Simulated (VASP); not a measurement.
# MgO: NMR shieldings

Aim: NMR shielding tensors and field gradients of MgO. The cell has space group P6_3/mmc, a computed entry that need not be the common form of this compound. The start is a computed cell from the Materials Project.

Program: VASP 6.6.1. Level of theory: r2SCAN; plane waves and PAW (Mg, O), in the first sound run; inputs show where later runs differ. Results are calculated unless marked as measured.

Most raw output is cut from this account.

## Step 1: The structure

Symmetry: P6_3/mmc, No. 194, hexagonal system. Conventional cell: a = 3.486 Å, b = 3.486 Å, c = 4.178 Å, α = 90.00°, β = 90.00°, γ = 120.00°. Mg has 5 O at 2.01 to 2.09 Å nearest. O has 5 Mg at 2.01 to 2.09 Å nearest. Farther neighbours and most contacts between anions are not listed.

Structure file:

```xyz
4
Lattice="3.4864 0.0000 0.0000 -1.7432 3.0193 0.0000 0.0000 0.0000 4.1780" Properties=species:S:1:pos:R:3 pbc="T T T"
Mg    0.0000    2.0129    1.0445
Mg    1.7432    1.0064    3.1335
O     0.0000    2.0129    3.1335
O     1.7432    1.0064    1.0445
```

## Step 2: Relaxation

The atoms are relaxed first inside the given cell, which is kept (ISIF = 2), since values at the nuclei depend on the positions.

The input, INCAR:

```
SYSTEM = MgO
PREC = Accurate
ENCUT = 520
EDIFF = 1E-06
NELM = 100
ISMEAR = 0
SIGMA = 0.05
LREAL = .FALSE.
ALGO = Normal
METAGGA = R2SCAN
LASPH = .TRUE.
NBANDS = 14
LWAVE = .FALSE.
LCHARG = .FALSE.
KPAR = 2
IBRION = 2
NSW = 60
ISIF = 2
EDIFFG = -0.01
```

The input, POSCAR:

```
MgO
1.0
    3.4863778627      0.0000000000      0.0000000000
   -1.7431889314      3.0192917963      0.0000000000
    0.0000000000      0.0000000000      4.1780412200
Mg O
2 2
Direct
    0.3333333333      0.6666666667      0.2500000000
    0.6666666667      0.3333333333      0.7500000000
    0.3333333333      0.6666666667      0.7500000000
    0.6666666667      0.3333333333      0.2500000000
```

The input, KPOINTS:

```
Automatic mesh
0
Gamma
7 7 5
0 0 0
```

PAW data sets: Mg and O (PBE family, release 64).

Run with:

```sh
> mpirun -np 2 vasp_std
```

Run time: 21 s. Hardware: 2 MPI ranks of Intel Xeon 6975P-C (Granite Rapids), shared host; peak memory 0.32 GiB.

The PAW data sets were made with PBE, which is usual practice but a small mismatch for other functionals. The run keeps the 24 symmetry operations of its start, so it cannot find a distortion of lower symmetry.

The forces vanish from the start, and no atom moves.

This step gave:

| Quantity | Value |
| --- | --- |
| free energy (TOTEN) | -32.07 eV |
| Fermi energy | 1.896 eV |
| pressure | -0.6955 GPa |

The forces stay under 1e-4 eV/Å.

## Step 3: Ground state

This step: LDA; plane waves and PAW (Mg, O) (VASP 6.6.1).

The next steps need an insulator, so the gap is checked first.

The input, INCAR:

```
SYSTEM = MgO
PREC = Accurate
ENCUT = 520
EDIFF = 1E-07
NELM = 100
ISMEAR = 0
SIGMA = 0.01
LREAL = .FALSE.
ALGO = Normal
GGA = CA
NBANDS = 14
LORBIT = 11
LWAVE = .FALSE.
LCHARG = .FALSE.
KPAR = 2
```

POSCAR is that of step 2.

The input, KPOINTS:

```
Automatic mesh
0
Gamma
7 7 6
0 0 0
```

Run with:

```sh
> mpirun -np 2 vasp_std
```

It took 7.2 s on 2 MPI ranks; peak memory 0.28 GiB.

The gap is read on the k-mesh alone, so it is an upper bound where the band edges lie off the mesh. The PAW data sets were made with PBE, though LDA sets exist; this is a small mismatch.

Numbers from this step:

```yaml
free_energy_toten: -26.30 eV
fermi_energy: 1.706 eV
pressure: -3.785 GPa
gap_on_the_k_mesh: 3.342 eV
least_direct_gap_on_the_k_mesh: 3.342 eV
```

The cell has a gap of 3.34 eV on this mesh and a pressure of -3.8 GPa, which holds the misfit of the given cell and coordinates with this functional, and any error of cutoff, mesh and data sets.

## Step 4: Shielding tensors

This step: chemical shifts by linear response (GIPAW), LDA; plane waves and PAW (Mg, O) (VASP 6.6.1).

LCHIMAG computes the induced currents by linear response. It needs tightly converged orbitals and a cutoff well above the default; LEFG adds the field gradients at no cost.

The input, INCAR:

```
SYSTEM = MgO
PREC = Accurate
ENCUT = 560
EDIFF = 1E-09
NELM = 100
ISMEAR = 0
SIGMA = 0.01
LREAL = .FALSE.
ALGO = Normal
GGA = CA
NBANDS = 14
LWAVE = .FALSE.
LCHARG = .FALSE.
KPAR = 2
LCHIMAG = .TRUE.
LEFG = .TRUE.
DQ = 0.001
ICHIBARE = 1
LNMR_SYM_RED = .TRUE.
```

POSCAR is that of step 3.

KPOINTS is that of step 3.

PAW data sets: Mg and O (LDA family, release 64).

Run with:

```sh
> mpirun -np 2 vasp_std
```

Wall time 6.2 min (2 MPI ranks); peak memory 0.69 GiB.

Numbers from this step:

* free energy (TOTEN): -26.50 eV
* Fermi energy: 1.747 eV
* pressure: -5.836 GPa
* gap on the k-mesh: 3.335 eV
* least direct gap on the k-mesh: 3.335 eV

Valence and core; the G = 0 term is that of a spherical sample. NMR shielding, by row:

```
atom  isotropic shielding (ppm)  span (ppm)     skew  isotropic shielding without the G = 0 term (ppm)
 Mg1                      523.8       36.33  -0.9987                                             513.7
 Mg2                      523.8       36.33  -0.9987                                             513.7
  O3                      184.7       22.13  -0.9979                                             174.5
  O4                      184.7       22.13  -0.9979                                             174.5
```

Ordered as |Vzz| ≥ |Vxx| ≥ |Vyy|, the program's way. Electric field gradients, by row:

```
atom  Vxx (V/Å²)  Vyy (V/Å²)  Vzz (V/Å²)  asymmetry
 Mg1       0.341       0.341      -0.683          0
 Mg2       0.341       0.341      -0.683          0
  O3       3.217       3.217      -6.434          0
  O4       3.217       3.217      -6.434          0
```

## Step 5: Coarser mesh

A coarser mesh shows what can be saved.

INCAR: that of step 4 with these lines changed.

```diff
@@ -13,3 +13,2 @@
 LCHARG = .FALSE.
-KPAR = 2
 LCHIMAG = .TRUE.
```

POSCAR is that of step 4.

The input, KPOINTS:

```
Automatic mesh
0
Gamma
2 2 2
0 0 0
```

Run with:

```sh
> mpirun -np 2 vasp_std
```

Elapsed: 34 s, on 2 MPI ranks; peak memory 0.26 GiB.

The run converged; its settings lie outside those of the reference runs, so its numbers serve the comparison alone.

Against the sound run on this cell (sound settings) the energy at zero smearing moves by +47.8 meV an atom and the pressure by +0.13 GPa.

Settings moved from the usual: the k mesh, now 2×2×2

## Step 6: One more run

This run repeats the step with a slip in the input.

INCAR: that of step 5 with these lines changed.

```diff
@@ -2,3 +2,3 @@
 PREC = Accurate
-ENCUT = 560
+ENCUT = 150
 EDIFF = 1E-09
@@ -13,2 +13,3 @@
 LCHARG = .FALSE.
+KPAR = 2
 LCHIMAG = .TRUE.
```

POSCAR is that of step 5.

The input, KPOINTS:

```
Automatic mesh
0
Gamma
7 7 6
0 0 0
```

Run with:

```sh
> mpirun -np 2 vasp_std
```

Run time: 52 s. Hardware: 2 MPI ranks; peak memory 0.28 GiB; 1.7 min of CPU time.

The run converged, but on settings that are not sound, so its numbers are not to be trusted.

Against the sound run on this cell (sound settings) the energy at zero smearing moves by -143.4 meV an atom and the pressure by -245.18 GPa.

The fault in the input: cutoff far too low (ENCUT = 150). Raise ENCUT to at least the largest default of the data sets.

## Step 7: Summary

This step: chemical shifts by linear response (GIPAW), LDA; plane waves and PAW (VASP 6.6.1).

This step runs nothing: it gathers the runs above.

Isotropic shieldings. Cost is wall time times ranks on a shared host. Shieldings by setting:

```
                run  ENCUT (eV)  k mesh  Mg1, Wyckoff letter c (ppm)  O3, Wyckoff letter d (ppm)  cost (core minutes)
first shielding run         560   7x7x6                        523.8                       184.7                 12.3
       coarser mesh         560   2x2x2                        493.1                      -196.3                 1.13
```

## Step 8: Summary of results

```
Mg, isotropic shielding : 523.8 ppm
O, isotropic shielding  : 184.7 ppm
```

In words: At LDA, in the first shielding run, the isotropic shieldings are Mg 523.8 ppm; O 184.7 ppm. In the first shielding run the widest tensor is that of Mg1, with a span (largest less smallest principal value) of 36.3 ppm. The largest field gradient of that run is Vzz = -6.43 V/Å² at O3. Against the first shielding run, the one with coarser mesh moves the shieldings by at most 381 ppm. Shifts were not obtained, since a shift is the shielding of a reference compound, computed alike, less these values. The G = 0 term is the part set by the sample's shape, taken here for a sphere. No finer mesh was run, so convergence in it isn't shown. VASP's guide advises NLSPLINE for shieldings, which this input doesn't set; the effect wasn't tested. The cell has space group P6_3/mmc, a computed entry that need not be the common form of this compound. The given cell is kept, although it stands at -5.8 GPa at LDA and ENCUT = 560 eV, which holds the mismatch of the given cell with this functional, any error of the entry itself and any basis-set error; the relaxation of the atoms, at r2SCAN and ENCUT = 520 eV, gave -0.7 GPa. Not tabulated here, as repeats of values shown or as unfit to read for their mesh, reference level or band range: gaps (relaxation). The run with cutoff far too low isn't used: the basis can't carry the orbitals.

[Lines on the potential files, build, host, timing and source positions are cut from VASP's logs without a mark.]

[Logs are printed without paths, hosts, clocks, repeated set-up lines and the standing remarks that a program may print on its own settings, such as how far it seeks lower states.]

[Hosts, paths, dates, database ids (printed as entryN), source tags and the programs' standing remarks are cut or masked in the printed files.]
